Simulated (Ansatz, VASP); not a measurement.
One calculation of TiO2, two programs

File INCAR:

```
PREC = Accurate
ENCUT = 520
EDIFF = 1E-6
ISMEAR = 0
SIGMA = 0.01
LREAL = F
LASPH = T
NELM = 80
ALGO = Normal
ISIF = 2
LWAVE = F
LCHARG = T
GGA = PS
LELF = T
LVHAR = T
NBANDS = 33
```

KPOINTS

```
regular mesh
0
Gamma
  4 4 3
```

File POSCAR:

```
TiO2
1.0
    2.7060340000     -2.7066550000      0.0000000000
    2.7060340000      2.7066550000      0.0000000000
   -2.6335310000      0.0000000000      4.7966370000
Ti O
2 4
Direct
    0.1341100000      0.8658900000      0.2500000000
    0.8658900000      0.1341100000      0.7500000000
    0.3312210000      0.0887550000      0.6671490000
    0.6687790000      0.9112450000      0.3328510000
    0.9112450000      0.6687790000      0.8328510000
    0.0684656407      0.3109316407      0.1254531202
```

Input for Ansatz:

```yaml
crystal:
  lattice:
    - [2.706034, -2.706655, 0.0]
    - [2.706034, 2.706655, 0.0]
    - [-2.633531, 0.0, 4.796637]
  atoms:
    - { symbol: Ti, position: [0.13411000000000012, 0.86589, 0.25] }
    - { symbol: Ti, position: [0.86589, 0.13411000000000003, 0.75] }
    - { symbol: O, position: [0.331221, 0.08875499999999999, 0.667149] }
    - { symbol: O, position: [0.6687790000000001, 0.9112450000000001, 0.332851] }
    - { symbol: O, position: [0.9112450000000001, 0.6687790000000001, 0.832851] }
    - { symbol: O, position: [0.06846564071304172, 0.3109316407130417, 0.1254531201575187] }
basis:
  ecutwfc: 470.0
kpoints:
  mp_grid:
    grid: [4, 4, 3]
hamiltonian:
  xc: pbesol
  pseudopotentials:
    kind: paw
scf:
  occupations:
    method: fixed
output:
  forces: true
```

The cell is a database's computed one.

Alike in both runs: task single point; functional PBEsol; k mesh 4 × 4 × 3; no spin polarisation.

```csv
,VASP,Ansatz
version,VASP 6.6.1,Ansatz 0.2.0
potentials or method,"VASP PAW PBE potentials, release 64 (Ti_sv, O)","plane waves, PAW"
plane-wave cutoff (eV),520,470
occupations,"gaussian, width 0.01 eV",fixed
valence electrons in the cell,48,48
```

Ansatz gave:

- rms of the force components (eV/Å): 0.869

**Question.** Which values does VASP return?

**Answer.** rms of the force components (eV/Å): 0.886.

Atom by atom the forces differ by 0.024 eV/Å (rms over components).

Caveats: the k mesh is coarse (spacing up to 0.44 Å⁻¹), so the values aren't converged; the PAW data sets were made with another functional, which shifts forces and pressure a little (VASP); an odd mesh through Γ misses points on the zone boundary, where band edges often lie. As with any semilocal functional, this PBEsol gap is likely too small.
